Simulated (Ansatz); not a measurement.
Here is an Ansatz 0.2.0 calculation.

input.yaml

```yaml
crystal:
  lattice:
    - [0.0, 2.702, 2.702]
    - [2.702, 0.0, 2.702]
    - [2.702, 2.702, 0.0]
  atoms:
    - { symbol: Zn, position: [0.75, 0.75, 0.75] }
    - { symbol: S, position: [0.0, 0.0, 0.0] }
hamiltonian:
  xc: r2scan
  pseudopotentials: { kind: paw }
kpoints:
  mp_grid: { grid: [9, 9, 9] }
scf:
  occupations: { method: fixed }
output:
  eigenvalues: true
dielectric:
  method: response
```

Potentials or basis: Ansatz PAW.

Command:

```console
$ ansatz run input.yaml --threads 2 --pin off --max-ram 5632MiB --backend cpu --events-out ev --progress --plain --runs-dir out
```

**Question.** Predict the electronic dielectric tensor (diagonal).

**Answer.** 5.43.

**Question.** Estimate the Born charges (mean of the diagonal).

**Answer.** Zn +2.00; S -2.00 e.

**Question.** Predict the band gap on the k mesh.

**Answer.** 2.66 eV, direct.

Born effective charge tensors (e):
atom 1, Zn
```
2.00 0.00 0.00
0.00 2.00 0.00
0.00 0.00 2.00
```
atom 2, S
```
-2.00  0.00  0.00
 0.00 -2.00  0.00
 0.00  0.00 -2.00
```

Caveat: odd divisions of the mesh miss points on the zone boundary, where band edges often lie, so the gap on the mesh can be too wide.

**Experimental background.**

From “Electronic, vibrational, and thermodynamic properties of ZnS (zincblende and rocksalt structure)”, 2009, arxiv:0911.5022, for a bulk crystal of ZnS at 19 K: band gap 3.85 eV (direct).

From a printed reference work, monograph, for a bulk crystal of ZnS: high-frequency dielectric constant 5.14.

A measured gap of ZnS is 3.85 eV (direct; 19 K; quoted in “Electronic, vibrational, and thermodynamic properties of ZnS (zincblende and rocksalt structure)”, 2009, arxiv:0911.5022); the calculated 2.66 eV misses it by -1.19 eV. The value is that of r2SCAN, without temperature or zero-point motion. A measured high-frequency dielectric constant of ZnS is 5.14 (a printed reference work, monograph); the calculated 5.43 misses it by +5.6 %.
